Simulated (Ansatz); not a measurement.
# Y in Ansatz: the effect of Hubbard term

The system is Y.

```
CELL_PARAMETERS angstrom
0.00000 2.55199 2.55199
2.55199 0.00000 2.55199
2.55199 2.55199 0.00000
ATOMIC_POSITIONS crystal
Y 0.00000 0.00000 0.00000
```

This isn't the form of Y at room conditions, which is hcp.

Alike in all runs:

```yaml
Program: Ansatz 0.2.0
Task: single point
Functional: LDA
Potentials_or_basis: all-electron LAPW, scalar-relativistic
Cutoff: 129 eV
Density_cutoff: 518 eV
Basis_error_allowed: 0.001 eV/atom
k_mesh: 9 × 9 × 9
Occupations: fermi-dirac, width 0.05 eV
Spin: no spin polarisation
```

**Question.** One run gave: pressure 6.6 GPa. Which Hubbard term did it use?
A. Y d U = 2 eV
B. Y d U = 4 eV
C. none
D. Y d U = 5 eV
E. Y d U = 6 eV

**Answer.** E.

```csv
Hubbard term,pressure (GPa)
none,-4.4
Y d U = 2 eV,-1.6
Y d U = 3 eV,0.4
Y d U = 4 eV,2.4
Y d U = 5 eV,4.4
Y d U = 6 eV,6.6
Y d U = 8 eV,13.1
```

Caveats: U is the effective U less J, on atomic orbitals that reach past the spheres (some runs); U without spin polarisation on a metal has little footing (some runs); the U is typed as a test and isn't derived for this compound (some runs).

Not every run made on this cell is shown here.
